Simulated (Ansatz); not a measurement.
**GaAs: band structure with PBEsol**

**The experiment to reproduce.**

“Evidence of valence band perturbations in GaAsN/GaAs(001): A combined variable-angle spectroscopic ellipsometry and modulated photoreflectance investigation”, 2008, arxiv:0805.2212 reports, for a bulk crystal of GaAs at 300 K: band gap 1.412 ± 0.01 eV (direct).

GaAs:

```
As Ga
1.0
     0.00000    2.82685    2.82685
     2.82685    0.00000    2.82685
     2.82685    2.82685    0.00000
As Ga
1 1
Direct
  0.75000 0.75000 0.75000
  0.00000 0.00000 0.00000
```

* Program: Ansatz 0.2.0
* Task: band structure
* Functional: PBEsol
* Potentials or basis: Ansatz PAW
* Cutoff: 420 eV (not typed: the program's choice for these potentials)
* k mesh: 8 × 8 × 8
* Occupations: fermi-dirac, width 0.05 eV
* Spin: spin-orbit coupling, no magnetisation
* Path: [["G", "X", "W", "K", "G", "L", "U", "W", "L", "K"], ["U", "X"]]
* Points for each segment of the path: 14

```json
{
  "Pressure": "0.2 GPa",
  "Band gap on the k mesh": "0.33 eV, direct",
  "Band gap along the path": "0.33 eV, direct"
}
```

Levels at the corners of the path, in eV from the valence-band top:
```tsv
point	band 24	band 25	band 26	band 27	band 28	band 29	band 30	band 31	band 32	band 33
Γ	-0.34	0.00	0.00	0.00	0.00	0.33	0.33	3.46	3.46	3.65
X	-6.95	-2.85	-2.85	-2.76	-2.76	1.24	1.24	1.47	1.47	9.97
W	-6.73	-3.75	-3.62	-3.50	-3.46	4.36	4.52	4.56	4.56	5.18
K	-6.74	-4.04	-3.98	-2.38	-2.38	1.76	1.76	4.43	4.49	7.74
Γ	-0.34	0.00	0.00	0.00	0.00	0.33	0.33	3.46	3.46	3.65
L	-6.78	-1.36	-1.36	-1.16	-1.16	0.82	0.82	4.44	4.44	4.52
U	-6.74	-4.04	-3.98	-2.38	-2.38	1.76	1.76	4.43	4.49	7.74
W	-6.73	-3.75	-3.62	-3.50	-3.46	4.36	4.52	4.56	4.56	5.18
L	-6.78	-1.36	-1.36	-1.16	-1.16	0.82	0.82	4.44	4.44	4.52
K	-6.74	-4.04	-3.98	-2.38	-2.38	1.76	1.76	4.43	4.49	7.74
U	-6.74	-4.04	-3.98	-2.38	-2.38	1.76	1.76	4.43	4.49	7.74
X	-6.95	-2.85	-2.85	-2.76	-2.76	1.24	1.24	1.47	1.47	9.97
```

Run time: 14 s on 2 threads of Arm Neoverse V2 (shared host), peak memory 0.51 GiB.

Measured gap of GaAs: 1.412 eV (direct; 300 K; “Evidence of valence band perturbations in GaAsN/GaAs(001): A combined variable-angle spectroscopic ellipsometry and modulated photoreflectance investigation”, 2008, arxiv:0805.2212). This calculation gives 0.33 eV (-1.08 eV). So large a miss can be the level of theory's own, or it may mean another phase, state or a wrong row. 3 values of this kind are on record (1.412 to 1.51 eV); this one was drawn at random among those near their median, those with a stated uncertainty first. The value is that of PBEsol, without temperature or zero-point motion. Semilocal functionals fall short of measured gaps as a rule.

Caveat: the PAW data sets come from PBE, with cores solved anew for the run's functional, which leaves a small shift of forces and pressure.
